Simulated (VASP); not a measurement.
CdSe (Cadmoselite):

```
Cd Se
1.0
     4.30000    0.00000    0.00000
    -2.15000    3.72391    0.00000
     0.00000    0.00000    7.02000
Cd Se
2 2
Direct
  0.33333 0.66667 0.00000
  0.66667 0.33333 0.50000
  0.33333 0.66667 0.38500
  0.66667 0.33333 0.88500
```

```yaml
Program: VASP 6.6.1
Task: relaxation of cell and atoms
Functional: PBE
Potentials_or_basis: VASP PAW PBE potentials, release 64 (Cd, Se)
Cutoff: 600 eV
k_mesh: 9 × 9 × 4
Occupations: gaussian, width 0.03 eV
Spin: no spin polarisation
```

At the start: pressure 3.3 GPa; volume 28.10 Å³/atom.

Problem. Where does the relaxation end?

Solution. Over 9 steps the energy falls by 21.9 meV/atom and the volume is 29.90 Å³/atom (+6.4 %); space group P6_3mc (No. 186, to 0.05 Å).

The path:
| step | energy change (eV) | largest force (eV/Å) | pressure (GPa) | volume (Å³) |
| --- | --- | --- | --- | --- |
| 1 | 0.0000 | 0.2908 | 3.29 | 112.41 |
| 2 | -0.0773 | 0.0487 | -0.86 | 122.04 |
| 3 | -0.0835 | 0.0922 | -0.09 | 119.80 |
| 4 | -0.0835 | 0.0953 | -0.01 | 119.65 |
| 5 | -0.0848 | 0.0650 | 0.04 | 119.49 |
| 6 | -0.0857 | 0.0135 | 0.14 | 119.23 |
| 7 | -0.0868 | 0.0095 | 0.02 | 119.52 |
| 8 | -0.0874 | 0.0029 | -0.14 | 119.97 |
| 9 | -0.0877 | 0.0071 | 0.01 | 119.58 |

Final structure:
```yaml
crystal:
  lattice:
    - [4.38945, 0.00000, 0.00000]
    - [-2.19473, 3.80138, 0.00000]
    - [0.00000, 0.00000, 7.16659]
  atoms:
    - { symbol: Cd, position: [0.33333, 0.66667, 0.00453] }
    - { symbol: Cd, position: [0.66667, 0.33333, 0.50453] }
    - { symbol: Se, position: [0.33333, 0.66667, 0.38047] }
    - { symbol: Se, position: [0.66667, 0.33333, 0.88047] }
```
